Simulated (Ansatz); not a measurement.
# Si (P6_422) in Ansatz: notebook

One crystal, Si, is run at these levels: HSE06 form with a typed share of exact exchange; tasks: single point.

Program: Ansatz 0.2.0. These are calculated values, not measurements. Logs are shortened: lines on timing, memory, paths and dates and some standing lists are left out, and cuts for length are marked.

## Step 1: The structure

Symmetry: P6_422, No. 181, hexagonal system. The conventional cell has a = 3.906 Å, b = 3.906 Å, c = 4.117 Å, α = 90.00°, β = 90.00°, γ = 120.00°. Si (site symmetry 222) has 4 Si at 2.39 Å as nearest neighbours.

The cell was built by a generator and needn't be a form met in nature.

## Step 2: Single point, HSE06 form with a typed share of exact exchange

File input:

```
crystal:
  lattice:
    - [3.90575, 0.0, 0.0]
    - [-1.95287, 3.38248, 0.0]
    - [0.0, 0.0, 4.11666]
  atoms:
    - { symbol: Si, position: [0.0, 0.5, 0.33333] }
    - { symbol: Si, position: [0.5, 0.5, 0.66667] }
    - { symbol: Si, position: [0.5, 0.0, 0.0] }
hamiltonian:
  xc: { exchange: pbe, correlation: pbe, exx: { coeff: 0.3, omega: 0.2 } }
  pseudopotentials: { kind: paw }
kpoints:
  mp_grid: { grid: [4, 4, 4] }
scf:
  occupations: { method: fermi_dirac, width: 0.05 }
output:
  forces: true
  stress: true
  eigenvalues: true
```

Potentials or basis: Ansatz PAW.

Log:

```text
Warning: the atoms were moved onto the symmetric positions of the space group found under crystal.symmetry.tolerance 1.0e-5 (fractional; no operation is sought that the atoms, as they stand in a round, miss by more than twice it, and no atom is moved by as much as it), and the run uses the moved positions. Before a round's move an operation carried an atom to 2.74e-5 Å from where it should land, the largest such distance. Atom 0 (counting from 0) moved farthest, by 1.37e-5 Å; the longest move in fractions of the cell, of whichever atom, is 0.33 of the tolerance, in 1 round. To run the atoms as typed, lower crystal.symmetry.tolerance until the operations that they miss are no longer found, or set crystal.symmetry.detect: false (a key that needs symmetry detection or time reversal refuses this as the deck is read). The positions used, in the order of the run's atom list: position: [0.0, 0.5, 0.3333333333333333]; position: [0.5, 0.5, 0.6666666666666666]; position: [0.5, 0.0, 0.0]; The lattice was moved too: crystal.lattice keeps the space group found at crystal.symmetry.tolerance 1.0e-5 only nearly: the operation that it misses by the most changes a squared length by the fraction 2.96e-6. The run uses the lattice that is a stretch of the typed one, with no rotation, onto the one that keeps every operation to a double's rounding (on a very oblique basis the stretch itself rounds by more); the deck's lattice vector that moved farthest moved by 2.98e-6 Å. To run the lattice as typed, set crystal.symmetry.tolerance under 8.23e-7, the least fraction by which an operation that the lattice misses changes a squared length (the same key also sets how far an atom may lie from its image, so lowering it can lose operations that the atoms keep only within it), or set crystal.symmetry.detect: false, as for the atoms. crystal.lattice made exact, in Å and degrees: [[3.905750738529662, -2.8867513458501213e-6, 0.0], [-1.9528728692648312, 3.382480803792193, 0.0], [0.0, 0.0, 4.11666]]. Pasted over the deck's crystal.lattice, beside positions in fractional coordinates, it runs the same cell (given as lengths and angles, that cell in the form's own orientation, a rigid turn of the misfit's size from the one run here, for which a checkpoint.post_process_only pass over this run's state can be refused: where this run relaxes nothing, give such a pass this deck's own crystal.lattice, as typed; behind a relaxation, as crystal.lattice, the state's own cell, identity.cell in its checkpoint.json), and a matrix so pasted ends this notice, except on a very skew basis of the lattice, where the rounding of the pasted numbers themselves can read as a misfit: the cell is then moved again, and that move is told again. The lattice as run is in this notice's lattice.as_run_ang field (Run.prep()["deck_notices"] in Python, the deck_notice line of an events file, deck_notices of ansatz run --dry-run=json, or deck_notices in record.json in the deck's checkpoint.write directory).
Warning: output.stress: scf.convergence.dr2_threshold = 1e-7 eV (the SCF's general default) is looser than the 3e-10 eV advised for a printed stress (1e-10 eV for each atom of the cell: 3). What an SCF threshold leaves in a stress goes as its square root, and in the free energy as the threshold itself, and one threshold admits the most on a small cell: of the crystals measured, under no hybrid functional and no lock of the moments, on runs that ended without the residual-converged pass, on stresses that held no estimate of that error, the worst erred by over 100 MPa in a component at 1e-7 eV an atom and by under 5 at 1e-10. Set scf.convergence.dr2_threshold to 3e-10 eV or tighter. The threshold is an SCF's pass mark: one that does not reach it within its budget of iterations ends unconverged, or closes short of it on a stop that the run arms, and scf.convergence.dr2_threshold's page says what that costs each kind of run
Warning: output.stress: scf.exx.energy_threshold = 1e-6 eV is looser than the 3e-8 eV advised for a stress under a hybrid functional (1e-8 eV for each atom of the cell: 3). Every SCF of the exchange loop can meet its threshold on dr2 while the loop round them stops early: no threshold on dr2 bounds what that leaves in the stress. Set scf.exx.energy_threshold to 3e-8 eV or tighter. The threshold is the loop's pass mark: a loop that does not reach it within its budget of cycles ends unconverged, and scf.exx.energy_threshold's page has the law
GPUs: using 1 of 1 available (devices: 1).
Engine: ansatz 0.2.0, x86_64-unknown-linux-gnu
Pseudopotentials: kind: paw
Pseudopotential: Si, paw, valence charge 4, recommended cutoff 420 eV (normal), Si.paw.azcp
Functional definition: unnamed
  parameter a_1 = 0.3
  parameter omega_1 = 0.2/angstrom
  exchange = pbe_x + (-a_1)*pbe_x_sr(omega_1) + a_1*exact_x_sr(omega_1)
  correlation = pbe_c
device memory: the entry about to start is reckoned to put 0.5 GiB on a device that reports 62.1 GiB free (of which the cap on the GPU budget leaves the run 18.0 GiB)
GPU FFT provider: cuFFT
GPU libraries: cuBLAS 13.8.2, cuFFT 12.4.0, cuSOLVER 12.3.4
Crystal: 3 atoms, lattice volume = 54.386 Å³
Basis set: ecut = 420 eV, 1105 PW (Γ), exchange–correlation on 54×54×60 points (8 copies of the dense FFT grid, shifted against one another)
Bands: 10, of which v1, the nominal top of the filled ones, is band 6 counted from 1 (5 counted from 0)
Symmetry: 12 space group operations
Space group: P6422 (ITA 181), of the structure as read, at distance tolerance 3.8e-5 Å
k-points: 12 of 64
Non-local potential: Si, projectors of the file, l = 0: 2, l = 1: 2, l = 2: 2
PAW form: soft (Blöchl's): semilocal exchange-correlation on the pseudo side does not see the compensation charge
PAW frozen core: Si, regenerated for the run's functional, and the local potential with it (the file was generated under x = pbe(κ = 0.804, μ = 0.2195149727645171), c = pbe(β = 0.06672455060314922))
PAW one-centre angular grid: Si, 110 points (default); XC on 64 Gauss nodes
Initial density: superposition of atomic densities (neutral atoms: chi_scale 0, normalization atom), corrected by the library's trained network
[... 52 lines left out ...]
Internal energy: -1908.480480 eV  (E = F + TS)
E sigma→0 (E₀):  -1908.480862 eV
Entropy (-TS):   -0.000764 eV (-0.255 meV/atom)
Fermi energy:    7.726050 eV
--- Per-component energies (eV) ---
  E_band       = 14.721061
  E_kinetic    = 120.598056
  E_local      = -48.187219  (includes V_loc(G=0)·N_el)
  E_nonlocal   = 74.704654
  E_hartree    = 13.457197
  E_xc         = -128.716008
  E_vxc        = -109.385565  (∫ρ·V_xc dr)
  E_exx        = -20.055665  (= α·E_x^exact, valence–valence)
  E_paw        = -1555.933785  (= ΣΔE_a)
  E_vpaw       = -9.812205  (= ΣTr[D̂ρ^β])
  E_aug_tail   = 0.000019  (compensation charges beyond the density's cutoff)
  E_ewald      = -364.135249
  E_core_change = -0.212479  (= ΣΔE_core)
  E_smearing   = -0.000764  (= −TS)
  E_closure    = -0.000002  (closes the sum)
  Σ components = -1908.481244   (vs F -1908.481244, Δ=0.00e0)
--- Forces (eV/Å), atoms counted from 1 ---
  atom   1  Si    -0.00000000     0.00000000    -0.00000000
  atom   2  Si    -0.00000000     0.00000000     0.00000000
  atom   3  Si     0.00000000     0.00000000     0.00000000
  max |Σ_I F_I| component: 4.63e-17 eV/Å
--- Stress (GPa, compression-positive) ---
       -2.070216       0.000000      -0.000000
        0.000000      -2.070216       0.000000
        0.000000       0.000000      -3.149559
  P = ⅓ Tr σ = -2.4300 GPa (-24.300 kbar)
--- Band table (eV; the first three rows and the last of 12) ---
  k-point 0: bands = ["-7.2233", "1.6539", "1.6539", "3.6435", "6.5789", "6.5789", "8.9624", "8.9624", "11.7437", "13.5049"]
  k-point 1: bands = ["-6.6401", "-2.0690", "4.1474", "5.4490", "6.6421", "6.6850", "9.1557", "10.1956", "10.5962", "12.2570"]
  k-point 2: bands = ["-4.9032", "-4.9032", "5.5100", "5.5100", "6.8765", "7.5797", "9.8853", "10.5639", "10.5639", "10.7922"]
  k-point 11: bands = ["-3.0413", "-2.5140", "-0.1181", "1.4344", "2.9400", "3.7611", "11.5955", "11.6634", "12.6220", "13.1408"]
```

Run time: 4.4 s. Hardware: 1 × NVIDIA H100 80GB HBM3 with 2 threads of AMD EPYC 7R13 (Zen 3), shared host; peak memory 1.2 GiB.

Results:

```
Free energy            : -1908.4812 eV
Pressure               : -2.4 GPa
Band gap on the k mesh : 0.36 eV, indirect (least direct gap 2.31 eV)
```

Caveat: the k mesh is coarse (spacing up to 0.46 Å⁻¹), so the values aren't converged, least of all with exact exchange; the PAW data sets come from PBE, with cores solved anew for the run's functional, which leaves a small shift of forces and pressure; the thresholds are loose for stress. A k mesh can miss the band edges.

## Step 3: Single point, HSE06 form with a typed share of exact exchange

input, as its differences from that of step 2:

```diff
@@ -10,3 +10,3 @@
 hamiltonian:
-  xc: { exchange: pbe, correlation: pbe, exx: { coeff: 0.3, omega: 0.2 } }
+  xc: { exchange: pbe, correlation: pbe, exx: { coeff: 0.4, omega: 0.2 } }
   pseudopotentials: { kind: paw }
@@ -20 +20,5 @@
   eigenvalues: true
+  write_density: true
+  write_potential: true
+  elf: true
+  volumetric_format: npy
```

Potentials or basis: Ansatz PAW.

Log:

```text
Warning: the atoms were moved onto the symmetric positions of the space group found under crystal.symmetry.tolerance 1.0e-5 (fractional; no operation is sought that the atoms, as they stand in a round, miss by more than twice it, and no atom is moved by as much as it), and the run uses the moved positions. Before a round's move an operation carried an atom to 2.74e-5 Å from where it should land, the largest such distance. Atom 0 (counting from 0) moved farthest, by 1.37e-5 Å; the longest move in fractions of the cell, of whichever atom, is 0.33 of the tolerance, in 1 round. To run the atoms as typed, lower crystal.symmetry.tolerance until the operations that they miss are no longer found, or set crystal.symmetry.detect: false (a key that needs symmetry detection or time reversal refuses this as the deck is read). The positions used, in the order of the run's atom list: position: [0.0, 0.5, 0.3333333333333333]; position: [0.5, 0.5, 0.6666666666666666]; position: [0.5, 0.0, 0.0]; The lattice was moved too: crystal.lattice keeps the space group found at crystal.symmetry.tolerance 1.0e-5 only nearly: the operation that it misses by the most changes a squared length by the fraction 2.96e-6. The run uses the lattice that is a stretch of the typed one, with no rotation, onto the one that keeps every operation to a double's rounding (on a very oblique basis the stretch itself rounds by more); the deck's lattice vector that moved farthest moved by 2.98e-6 Å. To run the lattice as typed, set crystal.symmetry.tolerance under 8.23e-7, the least fraction by which an operation that the lattice misses changes a squared length (the same key also sets how far an atom may lie from its image, so lowering it can lose operations that the atoms keep only within it), or set crystal.symmetry.detect: false, as for the atoms. crystal.lattice made exact, in Å and degrees: [[3.905750738529662, -2.8867513458501213e-6, 0.0], [-1.9528728692648312, 3.382480803792193, 0.0], [0.0, 0.0, 4.11666]]. Pasted over the deck's crystal.lattice, beside positions in fractional coordinates, it runs the same cell (given as lengths and angles, that cell in the form's own orientation, a rigid turn of the misfit's size from the one run here, for which a checkpoint.post_process_only pass over this run's state can be refused: where this run relaxes nothing, give such a pass this deck's own crystal.lattice, as typed; behind a relaxation, as crystal.lattice, the state's own cell, identity.cell in its checkpoint.json), and a matrix so pasted ends this notice, except on a very skew basis of the lattice, where the rounding of the pasted numbers themselves can read as a misfit: the cell is then moved again, and that move is told again. The lattice as run is in this notice's lattice.as_run_ang field (Run.prep()["deck_notices"] in Python, the deck_notice line of an events file, deck_notices of ansatz run --dry-run=json, or deck_notices in record.json in the deck's checkpoint.write directory).
Warning: output.stress: scf.convergence.dr2_threshold = 1e-7 eV (the SCF's general default) is looser than the 3e-10 eV advised for a printed stress (1e-10 eV for each atom of the cell: 3). What an SCF threshold leaves in a stress goes as its square root, and in the free energy as the threshold itself, and one threshold admits the most on a small cell: of the crystals measured, under no hybrid functional and no lock of the moments, on runs that ended without the residual-converged pass, on stresses that held no estimate of that error, the worst erred by over 100 MPa in a component at 1e-7 eV an atom and by under 5 at 1e-10. Set scf.convergence.dr2_threshold to 3e-10 eV or tighter. The threshold is an SCF's pass mark: one that does not reach it within its budget of iterations ends unconverged, or closes short of it on a stop that the run arms, and scf.convergence.dr2_threshold's page says what that costs each kind of run
Warning: output.stress: scf.exx.energy_threshold = 1e-6 eV is looser than the 3e-8 eV advised for a stress under a hybrid functional (1e-8 eV for each atom of the cell: 3). Every SCF of the exchange loop can meet its threshold on dr2 while the loop round them stops early: no threshold on dr2 bounds what that leaves in the stress. Set scf.exx.energy_threshold to 3e-8 eV or tighter. The threshold is the loop's pass mark: a loop that does not reach it within its budget of cycles ends unconverged, and scf.exx.energy_threshold's page has the law
GPUs: using 1 of 1 available (devices: 1).
Engine: ansatz 0.2.0, x86_64-unknown-linux-gnu
Pseudopotentials: kind: paw
Pseudopotential: Si, paw, valence charge 4, recommended cutoff 420 eV (normal), Si.paw.azcp
Functional definition: unnamed
  parameter a_1 = 0.4
  parameter omega_1 = 0.2/angstrom
  exchange = pbe_x + (-a_1)*pbe_x_sr(omega_1) + a_1*exact_x_sr(omega_1)
  correlation = pbe_c
device memory: the entry about to start is reckoned to put 0.5 GiB on a device that reports 58.9 GiB free (of which the cap on the GPU budget leaves the run 18.0 GiB)
GPU FFT provider: cuFFT
GPU libraries: cuBLAS 13.8.2, cuFFT 12.4.0, cuSOLVER 12.3.4
[... 76 lines left out ...]
  E_paw        = -1561.923073  (= ΣΔE_a)
  E_vpaw       = -10.715192  (= ΣTr[D̂ρ^β])
  E_aug_tail   = 0.000019  (compensation charges beyond the density's cutoff)
  E_ewald      = -364.135249
  E_core_change = -0.281929  (= ΣΔE_core)
  E_smearing   = -0.000120  (= −TS)
  E_closure    = 0.000003  (closes the sum)
  Σ components = -1909.073452   (vs F -1909.073452, Δ=2.27e-13)
--- Forces (eV/Å), atoms counted from 1 ---
  atom   1  Si    -0.00000000    -0.00000000    -0.00000000
  atom   2  Si    -0.00000000     0.00000000     0.00000000
  atom   3  Si     0.00000000    -0.00000000    -0.00000000
  max |Σ_I F_I| component: 2.08e-17 eV/Å
--- Stress (GPa, compression-positive) ---
       -2.829572       0.000000      -0.000000
        0.000000      -2.829572       0.000000
       -0.000000       0.000000      -3.677893
  P = ⅓ Tr σ = -3.1123 GPa (-31.123 kbar)
--- Band table (eV; the first three rows and the last of 12) ---
  k-point 0: bands = ["-7.9119", "1.3350", "1.3350", "3.3862", "6.4280", "6.4280", "9.0931", "9.0931", "11.8921", "13.7769"]
  k-point 1: bands = ["-7.3063", "-2.5490", "3.9112", "5.2858", "6.4840", "6.5360", "9.2940", "10.3755", "10.7823", "12.4307"]
  k-point 2: bands = ["-5.5007", "-5.5007", "5.3223", "5.3223", "6.7314", "7.4526", "10.1054", "10.7486", "10.7486", "10.9699"]
  k-point 11: bands = ["-3.5622", "-3.0106", "-0.5112", "1.1165", "2.6700", "3.5304", "11.7954", "11.8367", "12.8240", "13.4097"]
```

v_z.tsv:

```text
# z_ang	v_es[eV]	v_tot[eV]
# format = ansatz-planar-average/11
# xc	{"exchange":"pbe","correlation":"pbe","exx":{"coeff":0.4,"omega":0.2}}
# density_cutoff_ev	1680
# datasets	Si=:simpson_from_first_knot:soft:fock:shift=0
# lattice	3.905750739	-0.000002887	0.000000000
# lattice	-1.952872869	3.382480804	0.000000000
# lattice	0.000000000	0.000000000	4.116660000
# sites	3
# site	14	-0.976436435	1.691240402	1.372220000
# site	14	0.976438935	1.691238959	2.744440000
# site	14	1.952875369	-0.000001443	0.000000000
0.000000	1.252346e-1	-7.292529e0
0.137222	3.568264e-1	-7.038588e0
0.274444	9.906889e-1	-6.352322e0
0.411666	1.867667e0	-5.392270e0
0.548888	2.713547e0	-4.466902e0
0.686110	3.077139e0	-4.076841e0
[... 22 lines left out ...]
3.842216	9.906889e-1	-6.352322e0
3.979438	3.568264e-1	-7.038588e0
```

Wall time 5.3 s (1 × NVIDIA H100 80GB HBM3 with 2 threads of AMD EPYC 7R13 (Zen 3), shared host); peak memory 1.3 GiB.

Results:

```
Free energy            : -1909.0735 eV
Pressure               : -3.1 GPa
Band gap on the k mesh : 0.59 eV, indirect (least direct gap 2.65 eV)
```

Caveat: the k mesh is coarse (spacing up to 0.46 Å⁻¹), so the values aren't converged, least of all with exact exchange; the PAW data sets come from PBE, with cores solved anew for the run's functional, which leaves a small shift of forces and pressure; the thresholds are loose for stress. A k mesh can miss the band edges.
